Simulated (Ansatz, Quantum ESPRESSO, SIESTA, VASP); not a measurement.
# PbSe: programs and potentials compared

```xyz
2
Lattice="0.0000 3.0606 3.0606 3.0606 0.0000 3.0606 3.0606 3.0606 0.0000" Properties=species:S:1:pos:R:3 pbc="T T T"
Pb    0.0000    0.0000    0.0000
Se    3.0606    3.0606    3.0606
```

Alike in all runs: task band structure; functional PBE; k mesh 8 × 8 × 8; occupations fermi-dirac, width 0.05 eV; no spin polarisation; no spin-orbit coupling. Pressure is positive in compression and, in plane waves, holds the error of the finite cutoff. Gaps are the smaller of the mesh's and the band path's.

| program and potentials | plane-wave cutoff (eV) | notes | band gap (eV) | pressure (GPa) |
| --- | --- | --- | --- | --- |
| Quantum ESPRESSO, SSSP 1.3 efficiency PBE | 748 | 10 valence electrons an atom on average | 0.30 | 2.35 |
| Quantum ESPRESSO, PseudoDojo 0.4 SR PBE stringent | 1415 | 23 valence electrons an atom on average | 0.30 | 2.52 |
| Quantum ESPRESSO, SG15 PBE 1.2 | 952 | 10 valence electrons an atom on average | 0.28 | 2.40 |
| Quantum ESPRESSO, SPMS 1.0 PBE | 952 | 15 valence electrons an atom on average | 0.30 | 2.32 |
| SIESTA, files PseudoDojo sr-pbe-0.4.1-standard, TZDP (energy shift 0.003 Ry; two zetas on semicore shells) | - | atomic basis; 15 valence electrons an atom on average | 0.35 | 2.99 |
| Quantum ESPRESSO, PseudoDojo 0.4.1 SR PBE standard | 1170 | 15 valence electrons an atom on average | 0.30 | 2.41 |
| VASP, PBE PAW files Pb, Se, release 54, 500 eV | 500 | 5 valence electrons an atom on average | 0.29 | 2.16 |
| VASP, PBE PAW files Pb_d_GW, Se_GW, 550 eV | 550 | 11 valence electrons an atom on average | 0.29 | 2.40 |
| Ansatz, all-electron LAPW, scalar-relativistic | - | - | 0.29 | 2.42 |

The band gap spans 0.28 (Quantum ESPRESSO, SG15 PBE 1.2) to 0.35 eV (SIESTA, files PseudoDojo sr-pbe-0.4.1-standard, TZDP (energy shift 0.003 Ry; two zetas on semicore shells)), with all-electron results at 0.29. The pressure spans 2.16 (VASP, PBE PAW files Pb, Se, release 54, 500 eV) to 2.99 GPa (SIESTA, files PseudoDojo sr-pbe-0.4.1-standard, TZDP (energy shift 0.003 Ry; two zetas on semicore shells)), with all-electron results at 2.42. Spin-orbit coupling, left out here, moves the band edges of heavy atoms. Rows in atomic bases carry the error of their basis and grid, which can be large.

Differences between rows come from potentials, basis sets and numerical settings, since the functional is the same but for its coding. Runs on potential files found faulty are left out.
